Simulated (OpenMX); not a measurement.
Runs of OpenMX 3.8.5 on TiSi2. It takes space group Immm (No. 71, orthorhombic). Conventional cell: a = 2.946 Å, b = 3.424 Å, c = 8.424 Å, α = 90.00°, β = 90.00°, γ = 90.00°. Ti (site symmetry mmm) is surrounded by 10 Si at 2.67 to 2.78 Å and 2 Ti at 2.95 Å. Around Si (site symmetry mm2) lie 7 Si at 2.63 to 2.95 Å and 5 Ti at 2.67 to 2.78 Å. The cell comes from a database or a generator and needn't be the stable form of this composition.

| level | gap on the mesh (eV) | pressure (GPa) | largest force (eV/Å) |
| --- | --- | --- | --- |
| PBE+D3 | none | -3.3 | (a) |
| PBE+D4 | none | -2.7 | 0.06 |
| PBE+D3(BJ) | none | (b) | 0.07 |
| PBE | none | 1.6 | 0.07 |

Alike in all rows: task single point; potentials or basis OpenMX 2013 PBE set, Ti7.0-s3p2d2, Si7.0-s2p2d1, grid cutoff 400 Ry; no spin polarisation; cell as given; k mesh 9 × 9 × 9; smearing fermi-dirac 0.05 eV.

Estimate the missing entries.

(a) 0.10; (b) -4.6.

Caveats: the basis of atomic orbitals isn't converged, which shifts pressures, moduli and gaps; pairwise dispersion overbinds metals, which lowers pressure and volume (some runs).

A gap of «none» marks a metal or a gap under the smearing width.
